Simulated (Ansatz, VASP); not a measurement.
Two plane-wave programs on CaSe

POSCAR

```
CaSe
1.0
    0.0000000000      3.3543086963      3.3543086963
    3.3543086963      0.0000000000      3.3543086963
    3.3543086963      3.3543086963      0.0000000000
Ca Se
1 1
Direct
    0.0000000000      0.0000000000      0.0000000000
    0.2500000000      0.2500000000      0.2500000000
```

The input INCAR.step1:

```
SYSTEM = CaSe
PREC     = Accurate       ! precision mode
ENCUT    = 520            ! plane-wave cutoff, eV
ISMEAR   = 0              ! smearing method
SIGMA    = 0.05           ! smearing width, eV
LREAL    = .False.        ! projectors in reciprocal space
LASPH    = .True.         ! aspherical terms in the spheres
NELM     = 100            ! most SCF steps
NBANDS   = 15             ! bands
GGA      = PE             ! functional
ALGO     = Normal         ! electronic algorithm
EDIFF    = 1E-4           ! SCF threshold, eV
LWAVE    = .True.         ! write WAVECAR
LCHARG   = .False.        ! write CHGCAR
```

Contents of INCAR.step2:

```
SYSTEM = CaSe
PREC     = Accurate       ! precision mode
ENCUT    = 520            ! plane-wave cutoff, eV
EDIFF    = 1E-6           ! SCF threshold, eV
ISMEAR   = 0              ! smearing method
SIGMA    = 0.05           ! smearing width, eV
LREAL    = .False.        ! projectors in reciprocal space
LASPH    = .True.         ! aspherical terms in the spheres
NELM     = 100            ! most SCF steps
ALGO     = Normal         ! electronic algorithm
ISIF     = 2              ! what is computed and relaxed
LWAVE    = .False.        ! write WAVECAR
LCHARG   = .False.        ! write CHGCAR
METAGGA  = R2SCAN         ! meta-GGA
LMIXTAU  = .True.       
NBANDS   = 15             ! bands
ISTART   = 1
```

Contents of KPOINTS:

```
regular mesh
0
Gamma
  6 6 6
  0 0 0
```

Input for Ansatz:

```yaml
crystal:
  lattice:
    - [0.0, 3.3543086963, 3.3543086963]
    - [3.3543086963, 0.0, 3.3543086963]
    - [3.3543086963, 3.3543086963, 0.0]
  atoms:
    - { symbol: Ca, position: [0.0, 0.0, 0.0] }
    - { symbol: Se, position: [0.25, 0.25, 0.25] }
basis:
  ecutwfc: 500
  ecutrho_ratio: 4
kpoints:
  mp_grid: { grid: [6, 6, 6] }
hamiltonian:
  xc: r2scan
scf:
  occupations: { method: gaussian, width: 0.05 }
output:
  forces: true
  stress: true
  eigenvalues: true
```

Alike in both runs: task single point; functional r2SCAN; k mesh 6 × 6 × 6; occupations gaussian, width 0.05 eV; no spin polarisation.

|  | VASP | Ansatz |
| --- | --- | --- |
| version | VASP 6.6.1 | Ansatz 0.2.0 |
| potentials or method | VASP PAW PBE potentials, release 64 (Ca_sv, Se) | scalar-relativistic, plane waves, PAW |
| plane-wave cutoff (eV) | 520 | 500 |
| valence electrons in the cell | 16 | 26 |

```tsv
	VASP	Ansatz	Ansatz less VASP
gap on the k mesh at the Fermi level (eV)	3.47	3.48	+0.011
least direct gap on the mesh (eV)	3.54	3.55	+0.010
pressure (GPa)	-1.9	-2.1	-0.14
```

The two sets of potentials don't hold the same shells in valence.

Caveats: the PAW data sets were made with another functional, which shifts forces and pressure a little (VASP). r2SCAN opens gaps a little over a GGA but as a rule still falls short of measured ones. A k mesh can miss the band edges.
